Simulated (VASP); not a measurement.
WS2 under changes of volume

One of the cells (17.171 Å³/atom); the others are scaled copies at fixed shape and fractional positions:

```
W S
1.0
     1.56649    0.90441    6.06014
    -1.56649    0.90441    6.06014
     0.00000   -1.80882    6.06014
W S
1 2
Cartesian
  0.0000 0.0000 18.1685
  0.0000 0.0000 10.5466
  0.0000 0.0000 13.6690
```

Measurements of this composition are mostly on another form, of space group No. 194.

| Property | Result |
| --- | --- |
| Program | VASP 6.6.1 |
| Functional | LDA |
| Potentials or basis | VASP PAW LDA potentials, release 64 (W_sv, S) |
| Cutoff | 520 eV |
| k mesh | 8 × 8 × 8 |
| Occupations | gaussian, width 0.02 eV |
| Spin | no spin polarisation |

```csv
volume (Å³/atom),energy over the lowest point (meV/atom),pressure (GPa),gap on the mesh (eV),largest force (eV/Å)
16.485,16.74,8.0,0.99,0.791
16.828,4.07,3.8,1.02,0.384
17.171,0.00,0.0,1.04,0.007
17.515,?,?,?,?
17.858,14.24,-6.5,1.07,0.668
```

What does the run at 17.515 Å³/atom give?

Energy over the lowest point 3.65 meV/atom; pressure -3.4 GPa; gap on the mesh 1.05 eV; largest force 0.345 eV/Å.

Worked out: A Birch-Murnaghan fit of order 2 (a polynomial in V^(-2/3)) to the other rows has its minimum at 17.18 Å³/atom with B0 = V·E''(V) = 180 GPa at fixed shape and positions, which overstates the stiffness. It gives 3.62 meV/atom at 17.515 Å³/atom, against the run's 3.65, and -dE/dV = -3.4 GPa, against -3.4. A straight line through the other rows of the gap, of slope 0.975 eV per unit of ln V, gives 1.05 eV, against the run's 1.05.

Energies are extrapolated to zero smearing.

Caveats: spin-orbit coupling is left out, which moves the levels of the heavy elements.

A mesh can miss the band edges.
